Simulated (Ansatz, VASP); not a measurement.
Two plane-wave programs on Be

```
CELL_PARAMETERS angstrom
2.26164 0.00000 0.00000
-1.13082 1.95864 0.00000
0.00000 0.00000 3.56936
ATOMIC_POSITIONS crystal
Be 0.00000 0.00000 0.00000
Be 0.33333 0.66667 0.50000
```

Alike in both runs: functional r2SCAN; k mesh 21 × 21 × 12; occupations gaussian, width 0.1 eV; no spin polarisation.

Ansatz relaxed the structure, and its values are those at the end. VASP's run is a single point on that final structure, the one shown.

```csv
,VASP,Ansatz
version,VASP 6.6.1,Ansatz 0.2.0
potentials or method,"VASP PAW PBE potentials, release 64 (Be)","scalar-relativistic, plane waves, PAW"
plane-wave cutoff (eV),520,500
valence electrons in the cell,4,4
```

Ansatz gave:

* gap on the k mesh at the Fermi level (eV): none
* pressure (GPa): 0.0

Q: Estimate VASP's values.

A: gap on the k mesh at the Fermi level (eV): none; pressure (GPa): 0.2.

A gap of «none» marks a metal or a gap that the smearing closes.

Caveats: the PAW data sets were made with another functional, which shifts forces and pressure a little (VASP).
